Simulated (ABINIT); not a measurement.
Mo, 1 atom in the cell. The structure is cubic, space group Im-3m (No. 229). Conventional cell: a = 3.168 Å, b = 3.168 Å, c = 3.168 Å, α = 90.00°, β = 90.00°, γ = 90.00°. Around Mo (site symmetry m-3m) lie 8 Mo at 2.74 Å. 

- Program: ABINIT 10.8.3 (patched build)
- Task: band structure
- Functional: AM05
- Potentials or basis: JTH PAW PBE v2.0
- Cutoff: 408 eV
- k mesh: 12 × 12 × 12
- Occupations: fermi-dirac, width 0.05 eV
- Spin: spin-orbit coupling, no magnetisation
- Fine-grid cutoff: 816.342 eV
- Exchange and correlation inside the PAW spheres: full angular mesh (pawxcdev 0, this build's default; the released program takes 1)

Potentials or basis: JTH PAW PBE v2.0.

Command:

```console
$ abinit run.abi > log 2>&1
```

Hardware: 1 thread of Intel(R) Xeon(R) Processor @ 2.70GHz, with other jobs on the host.

Question: Estimate the wall time of this run.

Answer: It took 38 s on 1 thread of Intel(R) Xeon(R) Processor @ 2.70GHz, on a shared host, peak memory 0.11 GiB. Counts: scf iterations 9, mpi ranks 1, k points 88, bands 22, plane waves 321.
